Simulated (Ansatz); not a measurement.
## BN (F-43m), a sublattice moved along a line

The calculation used Ansatz 0.2.0, DFT PBEsol, scalar-relativistic, plane waves, PAW. Cutoff 420 eV, Γ-centred 12×12×12 k-points, Gaussian smearing of 0.05 eV. No spin polarisation. Energies are free energies at this smearing, counted from the undisturbed cell; pressure is positive in compression.

The starting cell (as given, not relaxed at this level; it stands at -6.3 GPa):

```
CELL_PARAMETERS angstrom
0.00000 1.81300 1.81300
1.81300 0.00000 1.81300
1.81300 1.81300 0.00000
ATOMIC_POSITIONS crystal
B 0.00000 0.00000 0.00000
N 0.75000 0.75000 0.75000
```

Every N atom is moved by x along the Cartesian unit vector (0.577, -0.577, -0.577); the cell and all other atoms stay fixed.

Task: Over the sampled range (-0.1000 to 0.1000), is the undisturbed cell the lowest point?

Result: Yes, every other sampled point lies higher.

Task: Which end lies higher in energy, -0.1000 or +0.1000?

Result: +0.1000: 136.3 against 99.9.

Task: Does the gap on the k-mesh survive along the scan?

Result: It is 4.28 eV at the start and stays between 3.33 and 4.28 eV.

The scan:

| x (Å) | ΔE (meV/cell) |
| --- | --- |
| -0.1000 | 99.9 |
| -0.0750 | 58.7 |
| -0.0500 | 27.2 |
| -0.0250 | 7.1 |
| 0.0000 | 0.0 |
| 0.0250 | 7.6 |
| 0.0500 | 31.7 |
| 0.0750 | 74.0 |
| 0.0875 | 102.5 |
| 0.1000 | 136.3 |

Cost: 10 runs of about 0.17 core-minutes in all, on Intel Xeon 6975P-C (Granite Rapids) (shared hosts).